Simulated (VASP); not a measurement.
Here is a VASP 6.6.1 calculation.

The input INCAR:

```
SYSTEM = Nb
PREC = Accurate
ENCUT = 520
EDIFF = 1E-6
ISMEAR = 1
SIGMA = 0.1
LREAL = .False.
LASPH = .True.
NELM = 80
ALGO = Normal
ISIF = 2
LWAVE = .False.
LCHARG = .False.
LDIPOL = .True.
IDIPOL = 3
DIPOL = 0.5 0.5 0.500
GGA = PS
LVHAR = .True.
LVACPOTAV = .True.
```

Contents of KPOINTS:

```
Automatic mesh
0
Gamma
  14 14 1
  0 0 0
```

File POSCAR:

```
Nb
1.0
    3.3000000000      0.0000000000      0.0000000000
    1.6500000000      2.3334523780      0.0000000000
    0.0000000000      0.0000000000     34.6676190225
Nb
9
Direct
    0.0000000000      0.0000000000      0.2307628913
   -0.5000000000      1.0000000000      0.2980721685
    0.0000000000      0.0000000000      0.3653814456
   -0.5000000000      1.0000000000      0.4326907228
    0.0000000000      0.0000000000      0.5000000000
   -0.5000000000      1.0000000000      0.5673092772
    0.0000000000      0.0000000000      0.6346185544
   -0.5000000000      1.0000000000      0.7019278315
    0.0000000000      0.0000000000      0.7692371087
```

Potentials or basis: VASP PAW PBE potentials, release 64 (Nb_sv).

Launch:

```console
$ cat potpaw_PBE.64/Nb_sv/POTCAR > POTCAR
$ mpirun -np 1 vasp_std > vasp.out
```

Question: Estimate the work function of the upper face.

Answer: 4.67 eV.

Question: Estimate the work function of the lower face.

Answer: 4.67 eV.

Question: Estimate the largest force.

Answer: 0.630 eV/Å.

Question: Predict the band gap on the k mesh.

Answer: None (metal or under the smearing width).

Forces in eV/Å, atoms in the order of the input:
```
Nb   0.000  0.000  0.630
Nb   0.000  0.000 -0.375
Nb   0.000  0.000  0.018
Nb   0.000  0.000 -0.003
Nb   0.000  0.000  0.000
Nb   0.000  0.000  0.003
Nb   0.000  0.000 -0.018
Nb   0.000  0.000  0.375
Nb   0.000  0.000 -0.630
```

Caveat: the PAW data sets were made with another functional, which shifts forces and pressure a little.
